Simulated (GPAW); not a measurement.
Set up this calculation in GPAW 26.7.0, as an ASE script.

- Task: equation of state
- Functional: M06-L
- Potentials or basis: GPAW PAW data sets (gpaw-data 1.2.1)
- Cutoff: 600 eV
- Basis: pw
- k mesh: 12 × 12 × 12
- Occupations: fermi-dirac, width 0.05 eV
- Spin: no spin polarisation
- Maxiter: 150
- Eos scales: [0.94, 0.96, 0.98, 1.0, 1.02, 1.04, 1.06]

Ir:

```
CELL_PARAMETERS angstrom
0.00000 1.91560 1.91560
1.91560 0.00000 1.91560
1.91560 1.91560 0.00000
ATOMIC_POSITIONS crystal
Ir 0.00000 0.00000 0.00000
```

These files were run (other wordings do the same):

run.py

```python
from ase import Atoms
from ase.eos import EquationOfState
from ase.io import Trajectory
from ase.units import GPa
from gpaw import GPAW, PW

atoms = Atoms(['Ir'],
              cell=[[0.0, 1.9156, 1.9156],
                    [1.9156, 0.0, 1.9156],
                    [1.9156, 1.9156, 0.0]],
              scaled_positions=[[0.0, 0.0, 0.0]],
              pbc=True)

traj = Trajectory('eos.traj', 'w')
volumes, energies = [], []
for x in [0.94, 0.96, 0.98, 1.0, 1.02, 1.04, 1.06]:
    a = atoms.copy()
    a.set_cell(atoms.cell * x**(1 / 3), scale_atoms=True)
    calc = GPAW(mode=PW(600),
                xc='M06-L',
                kpts={'size': (12, 12, 12), 'gamma': True},
                occupations={'name': 'fermi-dirac', 'width': 0.05},
                nbands=16,
                convergence={'density': 1e-05, 'energy': 1e-05},
                maxiter=150,
                txt=f'eos-{x:.2f}.txt')
    a.calc = calc
    energies.append(a.get_potential_energy(force_consistent=True))
    volumes.append(a.get_volume())
    p = -a.get_stress()[:3].mean() / GPa
    calc.write(f'eos-{x:.2f}.gpw')
    traj.write(a)
    print(f'{x:.2f} {volumes[-1]:10.4f} A^3 {energies[-1]:14.6f} eV {p:9.3f} GPa', flush=True)

v0, e0, B = EquationOfState(volumes, energies, eos='birchmurnaghan').fit()
print(f'V0 = {v0:.4f} A^3, E0 = {e0:.6f} eV, B0 = {B / GPa:.2f} GPa')
```

Potentials or basis: GPAW PAW data sets (gpaw-data 1.2.1), pw.

Run with:

```sh
$ OMP_NUM_THREADS=1 python run.py
```

Results of the run:

```
Equilibrium volume : 13.76 Å³/atom (rough: see the caveat)
Bulk modulus       : 453 GPa (rough)
```

Caveat: the points scatter about the fit; the PAW data sets were made with another functional, which shifts forces and pressure a little.

Wall time 6.5 min on 1 thread of Arm Neoverse V1 (shared host), peak memory 0.71 GiB.
